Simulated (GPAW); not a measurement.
The system is AlN.

```xyz
4
Lattice="3.1130 0.0000 0.0000 -1.5565 2.6959 0.0000 0.0000 0.0000 4.9810" Properties=species:S:1:pos:R:3 pbc="T T T"
Al    1.5565    0.8986    2.4905
Al    0.0000    1.7973    0.0000
N     1.5565    0.8986    4.3833
N     0.0000    1.7973    1.8928
```

Base run:

* Program: GPAW 26.7.0
* Functional: TB-mBJ
* Potentials or basis: GPAW PAW data sets for LDA (gpaw-data 1.2.1)
* Cutoff: 800 eV
* Basis: pw
* k mesh: 7 × 7 × 4
* Occupations: fermi-dirac, width 0.05 eV
* Spin: no spin polarisation

Its results: band gap on the k mesh 5.76 eV, direct.

Problem. After a change of settings the same cell gave: band gap on the k mesh 4.31 eV, direct. Which change was it?
A. functional from TB-mBJ to BP86; potentials or basis from GPAW PAW data sets for LDA (gpaw-data 1.2.1) to PAW data sets generated in the run's folder for this functional
B. functional from TB-mBJ to r4SCAN; potentials or basis from GPAW PAW data sets for LDA (gpaw-data 1.2.1) to GPAW PAW data sets (gpaw-data 1.2.1)
C. functional from TB-mBJ to mBEEF; potentials or basis from GPAW PAW data sets for LDA (gpaw-data 1.2.1) to GPAW PAW data sets (gpaw-data 1.2.1)

Solution. A.

Caveats: a model potential gives levels but no total energy (some runs).
